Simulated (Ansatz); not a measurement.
## How the vibrations of Au change with volume

These are results of Ansatz, DFT PBE, scalar-relativistic, plane waves, PAW, not measurements. Plane waves to 420 eV; Γ-centred k mesh 18×18×10; Fermi-Dirac smearing of 0.15 eV. No spin polarisation. Phonons by linear response, acoustic sum rule imposed.

Equilibrium structure at this level:
```cif
data_structure
_symmetry_space_group_name_H-M 'P6_3/mmc'
_symmetry_Int_Tables_number 194
_cell_length_a 2.9159
_cell_length_b 2.9159
_cell_length_c 4.8914
_cell_angle_alpha 90.000
_cell_angle_beta 90.000
_cell_angle_gamma 120.000
_cell_volume 36.02
loop_
_atom_site_label
_atom_site_type_symbol
_atom_site_symmetry_multiplicity
_atom_site_Wyckoff_symbol
_atom_site_fract_x
_atom_site_fract_y
_atom_site_fract_z
_atom_site_occupancy
Au1 Au 2 d 0.33333 0.66667 0.75000 1
```

In a metal, frequencies depend on the k mesh and the smearing, soft modes most. Spin–orbit coupling is left out, which can shift energies with elements as heavy as these.

Cells at 0.98 and 1.02 times the equilibrium volume were relaxed in shape and atoms; γ = −d ln ν / d ln V, modes matched by rank.

(1) Give the optical frequencies at Γ (cm⁻¹) at the three volumes and the mode Grüneisen parameters.

(2) What pressures hold the two strained cells, and what bulk modulus follows?

Results:

(1)
| 0.98 V | V | 1.02 V | γ | degeneracy |
| --- | --- | --- | --- | --- |
| 38 | 35 | 32 | 4.67 | 2 |
| 140 | 131 | 122 | 3.37 | 1 |

(2) 2.94 GPa at 0.98 V and -2.56 GPa at 1.02 V, so B = −dP/d ln V ≈ 137 GPa.

This form isn't the element's structure at ambient conditions.

Cost: 6 runs of about 3.4 core-minutes in all, on Intel Xeon 6975P-C (Granite Rapids) (shared hosts).